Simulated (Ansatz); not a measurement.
SrCl2 in the CdCl2 structure (it has left that coordination), relaxed with r2SCAN+rVV10 in the PAW code Ansatz. The symmetry is Fm-3m (No. 225, cubic); a = 6.951 Å in the conventional setting, 27.98 Å³ an atom. Sr has 8 Cl at 3.01 Å; Cl has 4 Sr at 3.01 Å. The cell started from the CdCl2 type prototype, but the relaxation took it to the higher symmetry Fm-3m (No. 225), so the name no longer describes it.

The axes x, y and z are those of this cell:
```
Sr Cl
1.0
     2.45672    1.41839    4.01532
    -2.45672    1.41839    4.01532
     0.00000   -2.83678    4.01532
Sr Cl
1 2
Cartesian
  0.0000 0.0000 0.0000
  0.0000 0.0000 3.0109
  0.0000 0.0000 9.0350
```

Unstrained: The PBE gap is indirect, 5.387 eV (F to Γ), below the direct gap of 5.503 eV at F. r2SCAN gives a direct gap of 5.983 eV at F. A second conduction valley, at Γ, lies only 27 meV higher, so their order isn't settled. The HSE06 gap is indirect, 6.668 eV (F to Γ), below the direct gap of 6.820 eV at F. Meshes: PBE 6×6×6, r2SCAN 6×6×6, HSE06 4×4×4. Strains are changes of length per length. After each strain the atoms were relaxed again with r2SCAN+rVV10 within the symmetry that the strain leaves, so tilts or polar shifts that break it weren't tested; points keep the names that they have in the unstrained zone. Note: simulated data, non-magnetic, for a generated structure that need not be the stable one.

Task: Estimate what biaxial +1.97 % in x and y, z held does to the gap.

Result: PBE: the gap goes from 5.387 to 5.235 eV (-0.152 eV). r2SCAN: the gap goes from 5.983 to 5.863 eV (-0.120 eV); the edges move from F to F → Γ. HSE06: the gap goes from 6.668 to 6.512 eV (-0.156 eV).

Task: Estimate what uniaxial +0.36 % along z, other directions held does to the gap.

Result: PBE: the gap goes from 5.387 to 5.373 eV (-0.014 eV). r2SCAN: the gap goes from 5.983 to 5.985 eV (+0.002 eV). HSE06: the gap goes from 6.668 to 6.654 eV (-0.014 eV).

Task: Estimate what isotropic -1.8 % on every length does to the gap.

Result: PBE: the gap goes from 5.387 to 5.470 eV (+0.083 eV); it turns from indirect (F → Γ) to direct (F). r2SCAN: the gap goes from 5.983 to 5.944 eV (-0.039 eV). HSE06: the gap goes from 6.668 to 6.786 eV (+0.118 eV); it turns from indirect (F → Γ) to direct (F).

The meshes of the hybrids are coarse, so their gaps aren't converged to the digits shown.
